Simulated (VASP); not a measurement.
# Na in VASP: settings compared

Aim: see how the results for Na move with the level of theory and the settings. Levels: PBE, PBE+D4. Tasks: relaxation of the atoms.

Everything below comes from runs of VASP 6.6.1. Logs are shortened: lines on timing, memory, paths and dates and some standing lists are left out, and cuts for length are marked.

## Step 1: The undisturbed slab

The cell holds a slab with vacuum, 4 atoms: a = 3.668 Å, b = 3.668 Å, c = 23.984 Å, α = 90.00°, β = 90.00°, γ = 109.47°.

The slab is cut from a database's or a generator's crystal, which needn't be the stable form of the element.

## Step 2: Relaxation of the atoms, PBE (the (1 1 0) slab of Na, cut from the database cell, not relaxed)

INCAR reads:

```
  PREC = Accurate
  ENCUT = 520
  EDIFF = 1E-6
  ISMEAR = 0
  SIGMA = 0.05
  LREAL = False
  LASPH = True
  NELM = 100
  ALGO = Normal
  ISIF = 2
  LWAVE = False
  LCHARG = False
  LDIPOL = True
  IDIPOL = 3
  DIPOL = 0.5 0.5 0.500
  GGA = PE
  IBRION = 2
  NSW = 60
  EDIFFG = -0.005
```

KPOINTS reads:

```
Automatic mesh
0
Gamma
  8 8 1
```

POSCAR reads:

```
Na
1.0
    3.6676175850      0.0000000000      0.0000000000
   -1.2225391950      3.4578630202      0.0000000000
    0.0000000000      0.0000000000     23.9837916550
Na
4
Selective dynamics
Direct
    0.5000000000      0.5000000000      0.3127111888  F F F
    0.0000000000      0.0000000000      0.4375703963  F F F
    0.5000000000      0.5000000000      0.5624296037  T T T
    0.0000000000      0.0000000000      0.6872888112  T T T
```

Potentials or basis: VASP PAW PBE potentials, release 64 (Na_pv).

The run is started by

```sh
> cat potpaw_PBE.64/Na_pv/POTCAR > POTCAR
> mpirun -np 1 vasp_std > vasp.out
```

OUTCAR:

```text
PREC = Accurate
   ENCUT = 520
   EDIFF = 1E-6
   ISMEAR = 0
   LREAL = False
   LASPH = True
   NELM = 100
   ISIF = 2
   GGA = PE
   IBRION = 2
   NSW = 60
   EDIFFG = -0.005

 ion  position               nearest neighbor table
   1  0.500  0.500  0.313-
   2  0.000  0.000  0.438-
   3  0.500  0.500  0.562-
   4  0.000  0.000  0.687-

  LATTYP: Found a base centered orthorhombic cell.
 ALAT       =     4.2350000000
 B/A-ratio  =     1.4142135624
 C/A-ratio  =     5.6632329764

  Lattice vectors:

 A1 = (   3.6676175850,   0.0000000000,   0.0000000000)
 A2 = (  -1.2225391950,   3.4578630202,   0.0000000000)
 A3 = (   0.0000000000,   0.0000000000,  23.9837916550)

Analysis of symmetry for initial positions (statically):
=====================================================================
 Subroutine PRICEL returns:
 Original cell was already a primitive cell.

 Routine SETGRP: Setting up the symmetry group for a
 base centered orthorhombic supercell.

 Subroutine GETGRP returns: Found  8 space group operations
 (whereof  4 operations were pure point group operations)
 out of a pool of  8 trial point group operations.

The static configuration has the point symmetry C_2v.
 The point group associated with its full space group is D_2h.

Analysis of symmetry for dynamics (positions and initial velocities):
=====================================================================
 Subroutine PRICEL returns:
 Original cell was already a primitive cell.

 Routine SETGRP: Setting up the symmetry group for a
 base centered orthorhombic supercell.

 Subroutine GETGRP returns: Found  8 space group operations
 (whereof  4 operations were pure point group operations)
 out of a pool of  8 trial point group operations.

The dynamic configuration has the point symmetry C_2v.
 The point group associated with its full space group is D_2h.

Analysis of constrained symmetry for selective dynamics:
=====================================================================
 Subroutine PRICEL returns:
 Original cell was already a primitive cell.

 Routine SETGRP: Setting up the symmetry group for a
 base centered orthorhombic supercell.

 Subroutine GETGRP returns: Found  4 space group operations
 (whereof  4 operations were pure point group operations)
 out of a pool of  8 trial point group operations.

The constrained configuration has the point symmetry C_2v.

[... 132 lines left out ...]
  energy-cutoff  :      520.00
  volume of cell :      304.17
 maximum number of plane-waves:      8218
   NGX = 13   NGY = 13   NGZ = 89

--------------------------------------- Ionic step        1  -------------------------------------------

 number of electron      28.0000006 magnetization

 Free energy of the ion-electron system (eV)
  ---------------------------------------------------
  ext. energy  EPLUGINS =         0.00000000
  ---------------------------------------------------
  free energy    TOTEN  =        -4.90033176 eV

  energy without entropy =       -4.89937127  energy(sigma->0) =       -4.89985152

------------------------ aborting loop because EDIFF is reached ----------------------------------------

  FORCE on cell =-STRESS in cart. coord.  units (eV):
  Direction    XX          YY          ZZ          XY          YZ          ZX
  --------------------------------------------------------------------------------------
  -------------------------------------------------------------------------------------
  Total       -0.3192613     -0.4413284     -0.2229404     -0.1726290      0.0000000      0.0000000
  in kB       -1.6816947     -2.3246778     -1.1743287     -0.9093154      0.0000000      0.0000000
  external PRESSURE =      -1.7269004 kB  Pullay stress =       0.0000000 kB
[... 95 lines left out ...]
  FREE ENERGIE OF THE ION-ELECTRON SYSTEM (eV)
  ---------------------------------------------------
  free  energy   TOTEN  =        -4.9005525630 eV

  energy  without entropy=       -4.8995468102  energy(sigma->0) =       -4.90004969

[... ionic steps 4 to 9 ...]

--------------------------------------- Ionic step       10  -------------------------------------------

 number of electron      28.0000008 magnetization

------------------------ aborting loop because EDIFF is reached ----------------------------------------
[... 65 lines left out ...]
  FREE ENERGIE OF THE ION-ELECTRON SYSTEM (eV)
  ---------------------------------------------------
  free  energy   TOTEN  =        -4.9015049523 eV

  energy  without entropy=       -4.8999786003  energy(sigma->0) =       -4.90074178

 dipolmoment           0.000000      0.000000      0.002918 electrons x Angstroem

--------------------------------------- Ionic step       12  -------------------------------------------

 number of electron      28.0000005 magnetization

 dipolmoment           0.000000      0.000000     -0.001161 electrons x Angstroem

 Free energy of the ion-electron system (eV)
  ---------------------------------------------------
  ext. energy  EPLUGINS =         0.00000000
  ---------------------------------------------------
  free energy    TOTEN  =        -4.90155764 eV

  energy without entropy =       -4.89969380  energy(sigma->0) =       -4.90062572

 E-fermi :  -1.2194     XC(G=0):  -3.7857

 val. band max:       -1.2593277831   @ k =  -0.3750   0.1250   0.0000
 cond. band min:      -1.1811346775   @ k =   0.5000   0.0000   0.0000
 fundamental gap:      0.0781931056
 Fermi energy:        -1.2193782563

 k-point     1 :       0.0000    0.0000    0.0000
  band No.  band energies     occupation
      1     -26.4048      2.00000
      2     -26.3964      2.00000
      3     -26.3774      2.00000
      4     -26.3765      2.00000
      5     -26.3680      2.00000
      6     -26.3661      2.00000
[... 430 lines left out ...]
     17       1.0086      0.00000
     18       1.5614      0.00000

------------------------ aborting loop because EDIFF is reached ----------------------------------------

 vacuum level on the upper side and lower side of the slab       (xc-potential included)        -0.016        -0.000

  FORCE on cell =-STRESS in cart. coord.  units (eV):
  Direction    XX          YY          ZZ          XY          YZ          ZX
  --------------------------------------------------------------------------------------
  -------------------------------------------------------------------------------------
  Total       -0.3285917     -0.4237708     -0.0857039     -0.1346036      0.0000000      0.0000000
  in kB       -1.7308421     -2.2321939     -0.4514417     -0.7090185      0.0000000      0.0000000
  external PRESSURE =      -1.4714925 kB  Pullay stress =       0.0000000 kB
[... 19 lines left out ...]
  FREE ENERGIE OF THE ION-ELECTRON SYSTEM (eV)
  ---------------------------------------------------
  free  energy   TOTEN  =        -4.9015576388 eV

  energy  without entropy=       -4.8996937982  energy(sigma->0) =       -4.90062572

 reached required accuracy - stopping structural energy minimisation

 vacuum level on the upper side and lower side of the slab         1.638         1.653
```

Wall time 9.7 min (1 thread of Intel Xeon Platinum 8559C (Emerald Rapids), shared host); peak memory 0.41 GiB.

What came out:

```
Free energy               : -4.9016 eV
Energy gained by relaxing : 0.3 meV/atom
Ionic steps               : 12
Band gap on the k mesh    : none (metal or under the smearing width)
```

The path:
| step | energy change (eV) | largest force (eV/Å) | pressure (GPa) |
| --- | --- | --- | --- |
| 1 | 0.0000 | 0.0300 | -0.17 |
| 2 | -0.0001 | 0.0302 | -0.17 |
| 3 | -0.0002 | 0.0298 | -0.17 |
| 4 | -0.0005 | 0.0291 | -0.16 |
| 5 | -0.0008 | 0.0289 | -0.17 |
| 6 | -0.0008 | 0.0283 | -0.16 |
| 7 | -0.0008 | 0.0286 | -0.16 |
| 8 | -0.0008 | 0.0285 | -0.16 |
| 9 | -0.0008 | 0.0278 | -0.16 |
| 10 | -0.0010 | 0.0271 | -0.15 |
| 11 | -0.0012 | 0.0270 | -0.17 |
| 12 | -0.0012 | 0.0305 | -0.15 |

Final structure:
```
CELL_PARAMETERS angstrom
3.66762 0.00000 0.00000
-1.22254 3.45786 0.00000
0.00000 0.00000 23.98379
ATOMIC_POSITIONS crystal
Na 0.50000 0.50000 0.31271
Na 0.00000 0.00000 0.43757
Na 0.50000 0.50000 0.56098
Na 0.00000 0.00000 0.68247
```

Levels at points of the mesh, in eV from the Fermi level:
| k point | band 10 | band 11 | band 12 | band 13 | band 14 | band 15 | band 16 | band 17 | band 18 |
| --- | --- | --- | --- | --- | --- | --- | --- | --- | --- |
| (0.00, 0.00, 0.00) | -24.96 | -24.96 | -24.95 | -3.11 | -2.54 | -1.61 | -0.39 | 0.72 | 2.09 |
| (0.50, 0.00, 0.00) | -24.97 | -24.96 | -24.95 | 0.04 | 0.04 | 0.56 | 0.57 | 1.56 | 1.57 |
| (0.50, 0.50, 0.00) | -24.98 | -24.97 | -24.96 | 0.85 | 1.32 | 1.36 | 1.89 | 2.23 | 2.78 |

## Step 3: Relaxation of the atoms, PBE+D4 (the (1 1 0) slab of Na, cut from the database cell, not relaxed)

INCAR reads:

```
SYSTEM = Na
ALGO = Fast ; DIPOL = 0.5 0.5 0.500
EDIFF = 1E-7 ; EDIFFG = -0.02
ENCUT = 520 ; GGA = PE
IBRION = 2 ; IDIPOL = 3
ISIF = 2 ; ISMEAR = 0
IVDW = 13 ; LASPH = .True.
LCHARG = .False. ; LDIPOL = .True.
LREAL = .False. ; LWAVE = .False.
NELM = 60 ; NSW = 60
PREC = Accurate ; SIGMA = 0.05
```

KPOINTS reads:

```
k-points
0
Gamma
  8 8 1
  0 0 0
```

POSCAR is that of step 2.

Potentials or basis: VASP PAW PBE potentials, release 64 (Na_pv).

The run is started by

```sh
> cat potpaw_PBE.64/Na_pv/POTCAR > POTCAR
> mpirun -np 1 vasp_std > vasp.out
```

OUTCAR:

```text
SYSTEM = Na
   EDIFF = 1E-7
   EDIFFG = -0.02
   ENCUT = 520
   GGA = PE
   IBRION = 2
   ISIF = 2
   ISMEAR = 0
   IVDW = 13
   LASPH = .True.
   LREAL = .False.
   NELM = 60
   NSW = 60
   PREC = Accurate

 ion  position               nearest neighbor table
   1  0.500  0.500  0.313-
   2  0.000  0.000  0.438-
   3  0.500  0.500  0.562-
   4  0.000  0.000  0.687-

  LATTYP: Found a base centered orthorhombic cell.
 ALAT       =     4.2350000000
 B/A-ratio  =     1.4142135624
 C/A-ratio  =     5.6632329764

  Lattice vectors:

 A1 = (   3.6676175850,   0.0000000000,   0.0000000000)
 A2 = (  -1.2225391950,   3.4578630202,   0.0000000000)
 A3 = (   0.0000000000,   0.0000000000,  23.9837916550)

[... 373 lines left out ...]

  energy without entropy =       -4.89987219  energy(sigma->0) =       -4.90049926

 E-fermi :  -1.2068     XC(G=0):  -3.8112

 val. band max:       -1.2578070362   @ k =  -0.3750   0.1250   0.0000
 cond. band min:      -1.1566155822   @ k =   0.5000   0.0000   0.0000
 fundamental gap:      0.1011914540
 Fermi energy:        -1.2068009810

 k-point     1 :       0.0000    0.0000    0.0000
  band No.  band energies     occupation
      1     -26.4001      2.00000
      2     -26.3964      2.00000
      3     -26.3724      2.00000
      4     -26.3714      2.00000
      5     -26.3682      2.00000
      6     -26.3666      2.00000
[... 430 lines left out ...]
     17       1.0136      0.00000
     18       1.5617      0.00000

------------------------ aborting loop because EDIFF is reached ----------------------------------------

 vacuum level on the upper side and lower side of the slab       (xc-potential included)        -0.021        -0.015

  DFT-D4 for vdW energy calculation

  Edisp (eV):   -0.04357

  FORCE on cell =-STRESS in cart. coord.  units (eV):
  Direction    XX          YY          ZZ          XY          YZ          ZX
  --------------------------------------------------------------------------------------
  -------------------------------------------------------------------------------------
  Total      -0.34612    -0.46002    -0.19348    -0.16109     0.00000     0.00000
  in kB      -1.82315    -2.42316    -1.01914    -0.84854     0.00000     0.00000
  external pressure =       -1.76 kB  Pullay stress =        0.00 kB
[... 19 lines left out ...]
  FREE ENERGIE OF THE ION-ELECTRON SYSTEM (eV)
  ---------------------------------------------------
  free  energy   TOTEN  =        -4.9446984463 eV

  energy  without entropy=       -4.9434443115  energy(sigma->0) =       -4.94407138

 reached required accuracy - stopping structural energy minimisation

 vacuum level on the upper side and lower side of the slab         1.629         1.636
```

Wall time 5.2 min (1 thread of Intel Xeon Platinum 8559C (Emerald Rapids), shared host); peak memory 0.4 GiB.

Results:

| Quantity | Value |
| --- | --- |
| Free energy | -4.9447 eV |
| Energy gained by relaxing | 0.2 meV/atom |
| Ionic steps | 5 |
| Band gap on the k mesh | none (metal or under the smearing width) |
| Dispersion energy per atom | -0.011 eV |

Step by step:
```tsv
step	energy change (eV)	largest force (eV/Å)	pressure (GPa)
1	0.0000	0.0332	-0.19
2	-0.0001	0.0328	-0.19
3	-0.0003	0.0327	-0.19
4	-0.0006	0.0319	-0.19
5	-0.0009	0.0316	-0.18
```

Final structure:
```
CELL_PARAMETERS angstrom
3.66762 0.00000 0.00000
-1.22254 3.45786 0.00000
0.00000 0.00000 23.98379
ATOMIC_POSITIONS crystal
Na 0.50000 0.50000 0.31271
Na 0.00000 0.00000 0.43757
Na 0.50000 0.50000 0.56320
Na 0.00000 0.00000 0.68582
```
